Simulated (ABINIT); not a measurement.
Si2Mo:

```
Mo Si
1.0
     4.58547    0.00000    0.00000
    -2.29274    3.97113    0.00000
     0.00000    0.00000    6.57976
Mo Si
3 6
Direct
  0.50000 0.50000 0.83333
  0.00000 0.50000 0.16667
  0.50000 0.00000 0.50000
  0.16387 0.32775 0.50000
  0.67225 0.83613 0.16667
  0.83613 0.16387 0.83333
  0.83613 0.67225 0.50000
  0.32775 0.16387 0.16667
  0.16387 0.83613 0.83333
```

Measurements of this composition are mostly on another form, of space group No. 139.

```yaml
Program: ABINIT 10.8.3 (patched build)
Task: single point
Functional: PBE
Potentials_or_basis: JTH PAW PBE v2.0
Cutoff: 408 eV
k_mesh: 7 × 7 × 4
Occupations: fermi-dirac, width 0.05 eV
Spin: no spin polarisation
```

On this cell: pressure 3.6 GPa; largest force 0.008 eV/Å; band gap on the k mesh 0.26 eV, indirect (least direct gap 0.63 eV).

The same run follows on a disturbed copy (atoms moved at random, drawn with an rms of 0.05 Å):

```
Mo Si
1.0
     4.58547    0.00000    0.00000
    -2.29274    3.97113    0.00000
     0.00000    0.00000    6.57976
Mo Si
3 6
Direct
  0.51437 0.50867 0.83088
  0.99980 0.51206 0.16923
  0.50127 0.98884 0.50070
  0.15930 0.32653 0.49047
  0.68000 0.83715 0.15847
  0.83332 0.16826 0.83404
  0.83134 0.67527 0.49593
  0.33121 0.16037 0.16317
  0.15948 0.83064 0.83364
```

What changes?

The energy moves by +19.9 meV/atom; pressure 4.4 GPa; largest force 1.391 eV/Å; band gap on the k mesh 0.06 eV, indirect (least direct gap 0.54 eV).

Forces in eV/Å, atoms in the order of the input:
```
Mo  -0.907 -0.834  0.209
Mo   0.774 -0.967 -0.633
Mo  -0.683  0.915 -0.427
Si   0.329 -0.052  0.711
Si  -0.418  0.201  0.576
Si   0.368  0.059 -0.222
Si   0.319 -0.097  0.213
Si  -0.007  0.358  0.084
Si   0.226  0.416 -0.511
```

Stress tensor (GPa, compression positive):
```
 4.53 -0.13  0.75
-0.13  4.46 -0.21
 0.75 -0.21  4.07
```

Caveats: an odd mesh through Γ misses points on the zone boundary, where band edges often lie.
